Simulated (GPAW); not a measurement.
Crystal: TiO2.

```xyz
6
Lattice="4.5998 0.0000 0.0000 0.0000 4.5998 0.0000 0.0000 0.0000 2.9592" Properties=species:S:1:pos:R:3 pbc="T T T"
Ti    0.0000    0.0000    1.4796
Ti    2.2999    2.2999    0.0000
O     1.3998    1.3998    1.4796
O     0.9001    3.6997    0.0000
O     3.6997    0.9001    0.0000
O     3.2000    3.2000    1.4796
```

The cell is a database's computed one.

```yaml
Program: GPAW 26.7.0
Task: relaxation of cell and atoms
Functional: TASK
Potentials_or_basis: GPAW PAW data sets (gpaw-data 1.2.1)
Cutoff: 800 eV
Basis: pw
k_mesh: 4 × 4 × 6
Occupations: fermi-dirac, width 0.05 eV
Spin: no spin polarisation
```

At the start: pressure 14.6 GPa; volume 10.44 Å³/atom.

**Question.** Where does the relaxation end?

**Answer.** Over 10 steps the energy falls by 31.2 meV/atom and the volume is 11.12 Å³/atom (+6.5 %); space group P4_2/mnm (No. 136, to 0.05 Å).

Step by step:
| step | energy change (eV) | largest force (eV/Å) | pressure (GPa) | volume (Å³) |
| --- | --- | --- | --- | --- |
| 1 | 0.0000 | 0.0540 | 14.63 | 62.61 |
| 2 | -0.0380 | 0.0024 | 12.73 | 63.04 |
| 3 | -0.1730 | 0.2242 | 1.00 | 66.12 |
| 4 | -0.1780 | 0.1828 | 0.12 | 66.44 |
| 5 | -0.1831 | 0.0610 | -0.47 | 66.74 |
| 6 | -0.1841 | 0.0060 | -0.23 | 66.74 |
| 7 | -0.1844 | 0.0363 | 0.05 | 66.69 |
| 8 | -0.1850 | 0.0566 | 0.36 | 66.63 |
| 9 | -0.1859 | 0.0613 | 0.58 | 66.62 |
| 10 | -0.1870 | 0.0369 | 0.46 | 66.69 |

Final structure:
```
Ti O
1.0
     4.71253    0.00000    0.00000
     0.00000    4.71253    0.00000
     0.00000    0.00000    3.00300
Ti O
2 4
Direct
  0.00000 0.00000 0.50000
  0.50000 0.50000 0.00000
  0.30680 0.30680 0.50000
  0.19320 0.80680 0.00000
  0.80680 0.19320 0.00000
  0.69320 0.69320 0.50000
```

Caveat: the k mesh is coarse; later steps reuse the first step's grids; the PAW data sets were made with another functional, which shifts forces and pressure a little.
